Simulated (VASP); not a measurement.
# ZnS (Wurtzite-4H) (P6_3mc) in VASP: notebook, part 2 of 3

VASP 6.6.1. The steps go on from the part before.

## (4) Band structure, PBE

POSCAR

```
ZnS
1.0
    3.8227000000      0.0000000000      0.0000000000
   -1.9113500000      3.3105553110      0.0000000000
    0.0000000000      0.0000000000     12.5200000000
Zn S
4 4
Direct
    0.6666666667      0.3333333333      0.7500000000
    0.3333333333      0.6666666667      0.2500000000
    0.0000000000      0.0000000000      0.5000000000
    0.0000000000      0.0000000000      0.0000000000
    0.6666666667      0.3333333333      0.9375000000
    0.3333333333      0.6666666667      0.4375000000
    0.0000000000      0.0000000000      0.6875000000
    0.0000000000      0.0000000000      0.1875000000
```

INCAR.step1

```
SYSTEM = ZnS
  PREC = Accurate
  ENCUT = 520
  EDIFF = 1E-7
  ISMEAR = -1
  SIGMA = 0.05
  LREAL = .FALSE.
  LASPH = .TRUE.
  NELM = 80
  ALGO = Normal
  ISIF = 2
  LWAVE = .FALSE.
  LCHARG = .TRUE.
  GGA = PE
```

KPOINTS.step1

```
regular mesh
0
G
  8 8 3
  0 0 0
```

INCAR.step2

```
SYSTEM = ZnS
  PREC = Accurate
  ENCUT = 520
  EDIFF = 1E-7
  ISMEAR = 0
  SIGMA = 0.05
  LREAL = .FALSE.
  LASPH = .TRUE.
  NELM = 80
  ALGO = Normal
  ISIF = 2
  LWAVE = .FALSE.
  LCHARG = .FALSE.
  GGA = PE
  ICHARG = 11
```

KPOINTS.step2

```
path GMKGALHA,LM,KH
10
line-mode
reciprocal
 0.0000000000  0.0000000000  0.0000000000  G
 0.5000000000  0.0000000000  0.0000000000  M

 0.5000000000  0.0000000000  0.0000000000  M
 0.3333333333  0.3333333333  0.0000000000  K

 0.3333333333  0.3333333333  0.0000000000  K
 0.0000000000  0.0000000000  0.0000000000  G

 0.0000000000  0.0000000000  0.0000000000  G
 0.0000000000  0.0000000000  0.5000000000  A

 0.0000000000  0.0000000000  0.5000000000  A
 0.5000000000  0.0000000000  0.5000000000  L

 0.5000000000  0.0000000000  0.5000000000  L
 0.3333333333  0.3333333333  0.5000000000  H

 0.3333333333  0.3333333333  0.5000000000  H
 0.0000000000  0.0000000000  0.5000000000  A

 0.5000000000  0.0000000000  0.5000000000  L
 0.5000000000  0.0000000000  0.0000000000  M

 0.3333333333  0.3333333333  0.0000000000  K
 0.3333333333  0.3333333333  0.5000000000  H
```

Potentials or basis: VASP PAW PBE potentials, release 64 (Zn, S).

Command:

```console
> cat potpaw_PBE.64/Zn/POTCAR potpaw_PBE.64/S/POTCAR > POTCAR
> cp INCAR.step1 INCAR
> cp KPOINTS.step1 KPOINTS
> mpirun -np 1 vasp_std > vasp.out
> cp INCAR.step2 INCAR
> cp KPOINTS.step2 KPOINTS
> mpirun -np 1 vasp_std > vasp.out
```

Run time: 15 min. Hardware: 1 thread of AMD EPYC, shared host; peak memory 0.52 GiB.

It converged, with:

| Property | Result |
| --- | --- |
| Band gap on the k mesh | 2.13 eV, direct |
| Band gap along the path | 2.13 eV, direct |

Levels at the corners of the path, in eV from the valence-band top:
```
point  band 32  band 33  band 34  band 35  band 36  band 37  band 38  band 39  band 40  band 41
    Γ    -0.45    -0.45    -0.04     0.00     0.00     2.13     3.19     3.39     3.63     6.35
    M    -1.59    -1.58    -1.57    -1.10    -0.87     3.31     3.37     3.77     4.35     4.88
    M    -1.59    -1.58    -1.57    -1.10    -0.87     3.31     3.37     3.77     4.35     4.88
    K    -2.46    -2.28    -1.75    -1.75    -1.32     4.51     4.92     4.92     5.26     5.26
    K    -2.46    -2.28    -1.75    -1.75    -1.32     4.51     4.92     4.92     5.26     5.26
    Γ    -0.45    -0.45    -0.04     0.00     0.00     2.13     3.19     3.39     3.63     6.36
    Γ    -0.45    -0.45    -0.04     0.00     0.00     2.13     3.19     3.39     3.63     6.35
    A    -0.75    -0.14    -0.14    -0.14    -0.14     2.99     2.99     3.32     3.32     6.30
    A    -0.75    -0.14    -0.14    -0.14    -0.14     2.99     2.99     3.32     3.32     6.29
    L    -2.03    -1.49    -1.49    -1.10    -1.10     3.70     3.70     4.03     4.03     4.69
    L    -2.03    -1.49    -1.49    -1.10    -1.10     3.70     3.70     4.03     4.03     4.69
    H    -2.72    -1.79    -1.79    -1.60    -1.60     4.39     4.39     5.20     5.20     6.13
    H    -2.72    -1.79    -1.79    -1.60    -1.60     4.39     4.39     5.20     5.20     6.13
    A    -0.75    -0.14    -0.14    -0.14    -0.14     2.99     2.99     3.32     3.32     6.29
    L    -2.03    -1.49    -1.49    -1.10    -1.10     3.70     3.70     4.03     4.03     4.69
    M    -1.59    -1.58    -1.57    -1.10    -0.87     3.31     3.37     3.77     4.35     4.88
    K    -2.46    -2.28    -1.75    -1.75    -1.32     4.51     4.92     4.92     5.26     5.26
    H    -2.72    -1.79    -1.79    -1.60    -1.60     4.39     4.39     5.20     5.20     6.13
```

Caveat: the log is that of the step along the path at fixed density, whose energy, stress, charges and moments have no meaning.

## (5) Band structure, revPBE

POSCAR is that of step 4.

INCAR.step1

```
SYSTEM = ZnS
ALGO     = Fast           ! electronic algorithm
EDIFF    = 1E-7           ! SCF threshold, eV
ENCUT    = 520            ! plane-wave cutoff, eV
GGA      = RE             ! functional
ISIF     = 2              ! what is computed and relaxed
ISMEAR   = -1             ! smearing method
LASPH    = .True.         ! aspherical terms in the spheres
LCHARG   = .True.         ! write CHGCAR
LREAL    = .False.        ! projectors in reciprocal space
LWAVE    = .False.        ! write WAVECAR
NELM     = 80             ! most SCF steps
PREC     = Accurate       ! precision mode
SIGMA    = 0.05           ! smearing width, eV
```

KPOINTS.step1

```
k-points
0
Gamma
  8 8 3
  0 0 0
```

INCAR.step2

```
SYSTEM = ZnS
ALGO     = Fast           ! electronic algorithm
EDIFF    = 1E-7           ! SCF threshold, eV
ENCUT    = 520            ! plane-wave cutoff, eV
GGA      = RE             ! functional
ICHARG   = 11             ! starting density
ISIF     = 2              ! what is computed and relaxed
ISMEAR   = 0              ! smearing method
LASPH    = .True.         ! aspherical terms in the spheres
LCHARG   = .False.        ! write CHGCAR
LREAL    = .False.        ! projectors in reciprocal space
LWAVE    = .False.        ! write WAVECAR
NELM     = 80             ! most SCF steps
PREC     = Accurate       ! precision mode
SIGMA    = 0.05           ! smearing width, eV
```

KPOINTS.step2 is that of step 4.

Potentials or basis: VASP PAW PBE potentials, release 64 (Zn, S).

Command:

```console
> cat potpaw_PBE.64/Zn/POTCAR potpaw_PBE.64/S/POTCAR > POTCAR
> cp INCAR.step1 INCAR
> cp KPOINTS.step1 KPOINTS
> mpirun -np 1 vasp_std > vasp.out
> cp INCAR.step2 INCAR
> cp KPOINTS.step2 KPOINTS
> mpirun -np 1 vasp_std > vasp.out
```

OUTCAR:

```text
SYSTEM = ZnS
   EDIFF = 1E-7
   ENCUT = 520
   GGA = RE
   ICHARG = 11
   ISIF = 2
   ISMEAR = 0
   LASPH = .True.
   LREAL = .False.
   NELM = 80
   PREC = Accurate

 ion  position               nearest neighbor table
   1  0.667  0.333  0.750-   7 2.34   7 2.34   7 2.34   5 2.35
   2  0.333  0.667  0.250-   8 2.34   8 2.34   8 2.34   6 2.35
   3  0.000  0.000  0.500-   6 2.34   6 2.34   6 2.34   7 2.35
   4  0.000  0.000  0.000-   5 2.34   5 2.34   5 2.34   8 2.35
   5  0.667  0.333  0.938-   4 2.34   4 2.34   4 2.34   1 2.35
   6  0.333  0.667  0.438-   3 2.34   3 2.34   3 2.34   2 2.35
   7  0.000  0.000  0.688-   1 2.34   1 2.34   1 2.34   3 2.35
   8  0.000  0.000  0.188-   2 2.34   2 2.34   2 2.34   4 2.35

  LATTYP: Found a hexagonal cell.
 ALAT       =     3.8227000000
 C/A-ratio  =     3.2751719988

  Lattice vectors:

 A1 = (   3.8227000000,   0.0000000000,   0.0000000000)
 A2 = (  -1.9113500000,   3.3105553110,   0.0000000000)
 A3 = (   0.0000000000,   0.0000000000,  12.5200000000)

Analysis of symmetry for initial positions (statically):
=====================================================================
 Subroutine PRICEL returns:
 Original cell was already a primitive cell.

 Routine SETGRP: Setting up the symmetry group for a
 hexagonal supercell.

 Subroutine GETGRP returns: Found 12 space group operations
 (whereof  6 operations were pure point group operations)
 out of a pool of 24 trial point group operations.

The static configuration has the point symmetry C_3v.
 The point group associated with its full space group is C_6v.

Analysis of symmetry for dynamics (positions and initial velocities):
=====================================================================
 Subroutine PRICEL returns:
 Original cell was already a primitive cell.

 Routine SETGRP: Setting up the symmetry group for a
 hexagonal supercell.

 Subroutine GETGRP returns: Found 12 space group operations
 (whereof  6 operations were pure point group operations)
 out of a pool of 24 trial point group operations.

The dynamic configuration has the point symmetry C_3v.
 The point group associated with its full space group is C_6v.

 Subroutine INISYM returns: Found 12 space group operations
 (whereof  6 operations are pure point group operations),
 and found     1 'primitive' translations

----------------------------------------------------------------------------------------

                                     Primitive cell

  volume of cell :     158.4439

  direct lattice vectors                    reciprocal lattice vectors
     3.822700000  0.000000000  0.000000000     0.261595208  0.151032064  0.000000000
    -1.911350000  3.310555311  0.000000000     0.000000000  0.302064127  0.000000000
     0.000000000  0.000000000 12.520000000     0.000000000  0.000000000  0.079872204

  length of vectors
     3.822700000  3.822700000 12.520000000     0.302064127  0.302064127  0.079872204

  position of ions in fractional coordinates (direct lattice)
     0.666666667  0.333333333  0.750000000
     0.333333333  0.666666667  0.250000000
     0.000000000  0.000000000  0.500000000
[... 41 lines left out ...]
  0.166667  0.000000  0.000000      0.011111
  0.222222  0.000000  0.000000      0.011111
  0.277778  0.000000  0.000000      0.011111
[... 16 lines left out ...]
  0.259259  0.259259  0.000000      0.011111
  0.222222  0.222222  0.000000      0.011111
 [... further k-points ...]
   k-points           NKPTS =     90   k-points in BZ     NKDIM =     90   number of bands    NBANDS=     43
   number of dos      NEDOS =    301   number of ions     NIONS =      8
   total plane-waves  NPLWV =  75264
   dimension x,y,z NGX =    28 NGY =   28 NGZ =   96
   dimension x,y,z NGXF=    56 NGYF=   56 NGZF=  192
   ions per type =               4   4
   NGX,Y,Z   is equivalent  to a cutoff of  12.18, 12.18, 12.75 a.u.
   NGXF,Y,Z  is equivalent  to a cutoff of  24.35, 24.35, 25.49 a.u.
 SYSTEM =  ZnS
   PREC   = accura    normal or accurate (medium, high low for compatibility)
   ISTART =      0    job   : 0-new  1-cont  2-samecut
   ICHARG =     11    charge: 1-file 2-atom 10-const
   ISPIN  =      1    spin polarized calculation?
   LNONCOLLINEAR =      F non collinear calculations
   LSORBIT =      F    spin-orbit coupling
   LASPH  =      T    aspherical Exc in radial PAW
   ENCUT  =  520.0 eV  38.22 Ry    6.18 a.u.   7.11  7.11 23.28*2*pi/ulx,y,z
   NELM   =     80;   NELMIN=  2; NELMDL=  0     # of ELM steps
   EDIFF  = 0.1E-06   stopping-criterion for ELM
   LREAL  =      F    real-space projection
   EDIFFG = 0.1E-05   stopping-criterion for IOM
   NSW    =      0    number of steps for IOM
   IBRION =     -1    ionic relax: 0-MD 1-quasi-New 2-CG
   NFREE  =      0    steps in history (QN), initial steepest desc. (CG)
   ISIF   =      2    stress and relaxation
   ISYM   =      2    0-nonsym 1-usesym 2-fastsym
   POTIM  = 0.5000    time-step for ionic-motion
   TEBEG  =    0.0;   TEEND  =   0.0 temperature during run
   PSTRESS=    0.0 pullay stress
   NELECT =      72.0000    total number of electrons
   NUPDOWN=      -1.0000    fix difference up-down
   EMIN   =  10.00;   EMAX   =-10.00  energy-range for DOS
   EFERMI =   0.00;   METHOD = LEGACY
   ISMEAR =     0;   SIGMA  =   0.05  broadening in eV -4-tet -1-fermi 0-gaus
   EFERMI_NEDOS =   21; number of points for ismear=-14 and -15
   IALGO  =     68    algorithm
   IMIX   =      4    mixing-type and parameters
     AMIX     =   0.40;   BMIX     =  1.00
     AMIX_MAG =   1.60;   BMIX_MAG =  1.00
  volume/ion in A,a.u.               =      19.81       133.65
  Fermi-wavevector in a.u.,A,eV,Ry     =   1.258618  2.378443 21.553244  1.584119
  Thomas-Fermi vector in A             =   2.392218
   LORBIT       =      0    0 simple, 1 ext, 2 COOP (PROOUT), +10 PAW based schemes
   GGA     = RE    functional components
   LHFCALC =     F    Hartree Fock is set to
   AEXX    =    0.0000 exact exchange contribution
   IVDW    =     0    specifies the selected vdW correction
   LEPSILON=     F    determine dielectric tensor
   LRPA    =     F    only Hartree local field effects (RPA)
 non-spin polarized calculation
 RMM-DIIS sequential band-by-band and
 Gauss-broadening in eV      SIGMA  =   0.05
  energy-cutoff  :      520.00
  volume of cell :      158.44
 maximum number of plane-waves:      4305

 number of electron      71.9999983 magnetization

 Free energy of the ion-electron system (eV)
  ---------------------------------------------------
  ext. energy  EPLUGINS =         0.00000000
  ---------------------------------------------------
  free energy    TOTEN  =       -23.36813111 eV

  energy without entropy =      -23.36813111  energy(sigma->0) =      -23.36813111

 E-fermi :   2.4177     XC(G=0):  -9.4459

 val. band max:        2.1618896147   @ k =   0.0000   0.0000   0.0000
 cond. band min:       4.4172006475   @ k =   0.0000   0.0000   0.0000
 fundamental gap:      2.2553110328
 Fermi energy:         2.4176804290

 k-point     1 :       0.0000    0.0000    0.0000
  band No.  band energies     occupation
      1     -10.9518      2.00000
      2     -10.5414      2.00000
      3     -10.5293      2.00000
      4     -10.0398      2.00000
      5      -4.1289      2.00000
      6      -4.1254      2.00000
[... 1093 lines left out ...]
     42       8.0380      0.00000
     43       8.2401      0.00000

 [... further k-points ...]

------------------------ aborting loop because EDIFF is reached ----------------------------------------

  FORCE on cell =-STRESS in cart. coord.  units (eV):
  Direction    XX          YY          ZZ          XY          YZ          ZX
  --------------------------------------------------------------------------------------
  -------------------------------------------------------------------------------------
  Total        8.4025794      8.4025794      5.3394509      0.0000000      0.0000000      0.0000000
  in kB       84.9665168     84.9665168     53.9922949      0.0000000      0.0000000      0.0000000
  external PRESSURE =      74.6417762 kB  Pullay stress =       0.0000000 kB

 VOLUME and BASIS-vectors are now :
 -----------------------------------------------------------------------------
  energy-cutoff  :      520.00
  volume of cell :      158.44
      direct lattice vectors                 reciprocal lattice vectors
     3.822700000  0.000000000  0.000000000     0.261595208  0.151032064  0.000000000
    -1.911350000  3.310555311  0.000000000     0.000000000  0.302064127  0.000000000
     0.000000000  0.000000000 12.520000000     0.000000000  0.000000000  0.079872204

 POSITION                                       TOTAL-FORCE (eV/Angst)
 -----------------------------------------------------------------------------------
      1.91135      1.10352      9.39000        -0.000000     -0.000000      0.237449
     -0.00000      2.20704      3.13000         0.000000      0.000000      0.237449
      0.00000      0.00000      6.26000        -0.000000      0.000000      0.245191
      0.00000      0.00000      0.00000        -0.000000     -0.000000      0.245191
      1.91135      1.10352     11.73750        -0.000000      0.000000     -0.224588
     -0.00000      2.20704      5.47750        -0.000000     -0.000000     -0.224588
      0.00000      0.00000      8.60750        -0.000000      0.000000     -0.258052
      0.00000      0.00000      2.34750        -0.000000      0.000000     -0.258052
 -----------------------------------------------------------------------------------
    total drift:                               -0.000001     -0.000002     -0.134778

  FREE ENERGIE OF THE ION-ELECTRON SYSTEM (eV)
  ---------------------------------------------------
  free  energy   TOTEN  =       -23.3681311082 eV

  energy  without entropy=      -23.3681311082  energy(sigma->0) =      -23.36813111
```

Run time: 6.4 min. Hardware: 1 thread of AMD EPYC 9R14 (Zen 4), shared host; peak memory 0.52 GiB.

What came out:

| Quantity | Value |
| --- | --- |
| Band gap on the k mesh | 2.26 eV, direct |
| Band gap along the path | 2.26 eV, direct |

Levels at the corners of the path, in eV from the valence-band top:
| point | band 33 | band 34 | band 35 | band 36 | band 37 | band 38 | band 39 | band 40 |
| --- | --- | --- | --- | --- | --- | --- | --- | --- |
| Γ | -0.45 | -0.04 | 0.00 | 0.00 | 2.26 | 3.28 | 3.48 | 3.72 |
| M | -1.58 | -1.56 | -1.09 | -0.87 | 3.41 | 3.47 | 3.85 | 4.44 |
| M | -1.58 | -1.56 | -1.09 | -0.87 | 3.41 | 3.47 | 3.85 | 4.44 |
| K | -2.26 | -1.73 | -1.73 | -1.32 | 4.57 | 5.00 | 5.00 | 5.35 |
| K | -2.26 | -1.73 | -1.73 | -1.32 | 4.57 | 5.00 | 5.00 | 5.35 |
| Γ | -0.45 | -0.04 | 0.00 | 0.00 | 2.26 | 3.28 | 3.48 | 3.72 |
| Γ | -0.45 | -0.04 | 0.00 | 0.00 | 2.26 | 3.28 | 3.48 | 3.72 |
| A | -0.14 | -0.14 | -0.14 | -0.14 | 3.09 | 3.09 | 3.40 | 3.40 |
| A | -0.14 | -0.14 | -0.14 | -0.14 | 3.09 | 3.09 | 3.40 | 3.40 |
| L | -1.48 | -1.48 | -1.09 | -1.09 | 3.79 | 3.79 | 4.11 | 4.11 |
| L | -1.48 | -1.48 | -1.09 | -1.09 | 3.79 | 3.79 | 4.11 | 4.11 |
| H | -1.78 | -1.78 | -1.59 | -1.59 | 4.48 | 4.48 | 5.25 | 5.25 |
| H | -1.78 | -1.78 | -1.59 | -1.59 | 4.48 | 4.48 | 5.25 | 5.25 |
| A | -0.14 | -0.14 | -0.14 | -0.14 | 3.09 | 3.09 | 3.40 | 3.40 |
| L | -1.48 | -1.48 | -1.09 | -1.09 | 3.79 | 3.79 | 4.11 | 4.11 |
| M | -1.58 | -1.56 | -1.09 | -0.87 | 3.41 | 3.47 | 3.85 | 4.44 |
| K | -2.26 | -1.73 | -1.73 | -1.32 | 4.57 | 5.00 | 5.00 | 5.35 |
| H | -1.78 | -1.78 | -1.59 | -1.59 | 4.48 | 4.48 | 5.25 | 5.25 |

Caveat: the log is that of the step along the path at fixed density, whose energy, stress, charges and moments have no meaning; the PAW data sets were made with another functional, which shifts forces and pressure a little.

[end of part 2 of 3]
